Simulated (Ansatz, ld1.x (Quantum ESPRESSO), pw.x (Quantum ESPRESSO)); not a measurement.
## silicon (Si): does the ultrasoft potential hold in the solid?

ld1.x (Quantum ESPRESSO) 7.5 input, shortened:

```
&input
   title='Si', zed=14., rel=1, dft='PBESOL', iswitch=3,
   config='[Ne] 3s2 3p2 3d-2'
 /
 &inputp
   pseudotype=3, tm=.true., lloc=-1, rcloc=2.10,
   nlcc=.true.,
   which_augfun='PSQ', rmatch_augfun=1.40
 /
6
3S  1  0   2.00   0.00  2.00  2.15  0.0
3S  1  0   0.00   4.55  2.00  2.15  0.0
3P  2  1   2.00   0.00  1.70  2.20  0.0
3P  2  1   0.00   1.60  1.70  2.20  0.0
3D  3  2  -2.00   0.25  1.55  2.10  0.0
3D  3  2  -2.00   2.60  1.55  2.10  0.0
 &test
   configts(1)='3s2 3p2'
 /
```

Crystal test: fcc Si in pw.x 7.5, no spin, 15³ k-points, Fermi–Dirac smearing 0.01 Ry, cutoffs 40/400 Ry. The reference is all-electron LAPW (Ansatz 0.2.0) with the same functional, mesh and smearing; V0 and B0 come from Birch–Murnaghan fits to the pressures at five volumes. Errors are pseudo minus all-electron; Δ is the rms difference of the E(V) curves that follow from these fits, minima aligned, over ±6 % about the mean V0. Mesh and smearing are coarse, so the numbers serve the comparison and aren't converged zero-temperature values; the lattice is a test structure that the element need not adopt.

All-electron: a0 = 3.832 Å (V0 = 14.07 Å³/atom), B0 = 91.1 GPa.

**Question.** How far does the potential miss the all-electron equation of state?

**Answer.** mean pressure error (GPa): +0.16; a0 (Å): 3.834; a0 error (%): +0.05; B0 error (%): +0.2; Δ (meV/atom): 0.5. Atomic configuration tests: test run stopped at test 2 of 7 (negative rho).

| V (Å³/atom) | P all-electron (GPa) | P pseudo (GPa) |
| --- | --- | --- |
| 13.301 | 5.73 | 5.94 |
| 13.651 | 2.91 | 3.08 |
| 14.001 | 0.43 | 0.58 |
| 14.351 | -1.75 | -1.61 |
| 14.701 | -3.67 | -3.55 |

**Question.** At the middle volume, how do free energy and pressure move when the wave cutoff is lowered (ecutrho held at 400 Ry)?

**Answer.**

```tsv
cutoff (Ry)	shift of F (meV/atom)	shift of P (GPa)
18	+5.4	-0.18
24	+1.2	-0.01
32	+0.4	-0.01
```

The run at the middle volume (120 k-points, 6 iterations) took about 8.1 s on one core of a shared host (Neoverse-V1, 32 threads, 247 GiB, load 11).
